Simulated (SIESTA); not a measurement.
## CsPbCl3 under changes of volume

One of the cells (35.217 Å³/atom); the others are scaled copies at fixed shape and fractional positions:

```
Pb Cs Cl
1.0
     5.60500    0.00000    0.00000
     0.00000    5.60500    0.00000
     0.00000    0.00000    5.60500
Pb Cs Cl
1 1 3
Direct
  0.50000 0.50000 0.50000
  0.00000 0.00000 0.00000
  0.50000 0.00000 0.50000
  0.00000 0.50000 0.50000
  0.50000 0.50000 0.00000
```

| Property | Result |
| --- | --- |
| Program | SIESTA 5.4.2 |
| Functional | PBEsol |
| Potentials or basis | PseudoDojo 0.4 standard (PBEsol files) |
| Basis | DZP (energy shift 0.003 Ry; two zetas on semicore shells; d shell added on Cs) |
| Grid cutoff | 800 Ry |
| Energy shift | 0.003 Ry |
| k mesh | 4 × 4 × 4 |
| Occupations | fermi-dirac, width 0.05 eV |
| Spin | no spin polarisation |

```csv
volume (Å³/atom),energy over the lowest point (meV/atom),pressure (GPa),gap on the mesh (eV)
33.104,22.52,2.7,1.50
33.809,?,?,?
34.513,5.68,1.2,1.71
35.217,1.59,0.6,1.80
35.922,0.00,0.1,1.88
36.626,0.62,-0.4,1.96
37.330,3.28,-0.8,2.03
```

What does the run at 33.809 Å³/atom give?

Energy over the lowest point 12.53 meV/atom; pressure 1.9 GPa; gap on the mesh 1.61 eV.

Worked out: A Birch-Murnaghan fit of order 3 (a polynomial in V^(-2/3)) to the other rows has its minimum at 36.06 Å³/atom with B0 = V·E''(V) = 25 GPa and B' = 4.5. It gives 12.55 meV/atom at 33.809 Å³/atom, against the run's 12.53, and -dE/dV = 1.9 GPa, against 1.9. A parabola through the other rows of the gap, of slope 4.97 eV per unit of ln V (its deformation potential) there, gives 1.61 eV, against the run's 1.61.

Energies are extrapolated to zero smearing.

Caveats: spin-orbit coupling is left out, which as a rule narrows the gap of such compounds by several tenths of an eV; the basis of atomic orbitals isn't converged, which shifts pressures, moduli and gaps.

A mesh can miss the band edges.
